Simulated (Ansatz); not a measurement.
A relaxation computed with Ansatz, from input to last step.

```yaml
crystal:
  lattice:
    - [1.8709701814, -5.4115389082, 0.0]
    - [1.8709701814, 5.4115389082, 0.0]
    - [0.0, 0.0, 4.2851748528]
  atoms:
    - { symbol: As, position: [0.1127112876, 0.8872887124, 0.0552772093] }
    - { symbol: As, position: [0.6127112876, 0.3872887124, 0.4447227907] }
    - { symbol: As, position: [0.8872887124, 0.1127112876, 0.9447227907] }
    - { symbol: As, position: [0.3872887124, 0.6127112876, 0.5552772093] }
basis:
  ecutwfc: 420
kpoints:
  mp_grid: { grid: [12, 12, 10] }
hamiltonian:
  xc: pbe
  dispersion: d3bj
scf:
  occupations: { method: gaussian, width: 0.1 }
output:
  forces: true
  stress: true
  eigenvalues: true
relax:
  adjacent_minimum: "off"
  f_tol: 0.005
  max_steps: 80
  cell: { stress_tol: 0.05 }
```

```bash
ansatz run input.yaml --threads 1 --pin off --max-ram 2560MiB --backend cpu --events-out ev --progress --plain --runs-dir out
```

Computed with DFT PBE+D3(BJ), scalar-relativistic, plane waves, PAW in Ansatz.

Of 4 frames 3 are shown, positions in Å and forces in eV/Å; the SCF threshold varies from step to step. Steps run on the plane waves of an earlier cell, with a Pulay correction in the pressure. The basis is chosen afresh for the last frame, the zero of the energies, and at times for earlier ones too; energy and pressure step there, also at an unchanged geometry.

```xyz
4
Lattice="1.8710 -5.4115 0.0000 1.8710 5.4115 0.0000 0.0000 0.0000 4.2852" Properties=species:S:1:pos:R:3:forces:R:3 pbc="T T T" step=1 free_energy_over_end_meV_per_atom=0.03 pressure_GPa=0.04
As    1.8710    4.1917    0.2369    0.0000   -0.0013   -0.0046
As    1.8710   -1.2199    1.9057    0.0000   -0.0013    0.0046
As    1.8710   -4.1917    4.0483    0.0000    0.0013    0.0046
As    1.8710    1.2199    2.3795    0.0000    0.0013   -0.0046
4
Lattice="1.8684 -5.4169 0.0000 1.8684 5.4169 0.0000 0.0000 0.0000 4.2940" Properties=species:S:1:pos:R:3:forces:R:3 pbc="T T T" step=2 free_energy_over_end_meV_per_atom=0.01 pressure_GPa=-0.01
As    1.8684    4.1970    0.2374    0.0000   -0.0031    0.0099
As    1.8684   -1.2199    1.9096    0.0000   -0.0031   -0.0099
As    1.8684   -4.1970    4.0566    0.0000    0.0031   -0.0099
As    1.8684    1.2199    2.3844    0.0000    0.0031    0.0099
4
Lattice="1.8681 -5.4148 0.0000 1.8681 5.4148 0.0000 0.0000 0.0000 4.2990" Properties=species:S:1:pos:R:3:forces:R:3 pbc="T T T" step=4 free_energy_over_end_meV_per_atom=0.00 pressure_GPa=-0.02
As    1.8681    4.1948    0.2389    0.0000    0.0012    0.0040
As    1.8681   -1.2199    1.9106    0.0000    0.0012   -0.0040
As    1.8681   -4.1948    4.0601    0.0000   -0.0012   -0.0040
As    1.8681    1.2199    2.3884    0.0000   -0.0012    0.0040
```

Time: 2.5 min on 1 thread of Intel(R) Xeon(R) Platinum 8259CL CPU @ 2.50GHz (Skylake/Cascade Lake), on a shared host, peak memory 0.85 GiB.